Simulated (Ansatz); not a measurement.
Base system: ZnTe in the zinc blende structure (space group F-43m, No. 216; a = 6.1791 Å). Axes: x, y, z lie along the cube axes.

Computed with Ansatz (a quantum-chemistry and plane-wave program), PBE, PAW, cutoff 420 eV, no spin-orbit coupling.

For the base:

```
Item                 Value
-------------  -----------
Gap character  direct at Γ
Band gap           1.08 eV
```

Now apply this change: tensile biaxial strain of 1.93 % in the plane normal to [110], as in epitaxy on a mismatched substrate; the out-of-plane cell vector and the atoms relax.

Problem. What does the calculation give for the gap character after the change?

Solution. The gap character remains direct at Γ.

Problem. How does this affect the band gap?

Solution. The band gap shrinks by 0.234 eV to 0.84 eV.

A biaxial case was relaxed in a doubled cell and then solved in the primitive one. With Te present, leaving out spin-orbit coupling can change the band edges. Stability against distortions was not tested. Labels are those of the standard path for the cell's own space group.
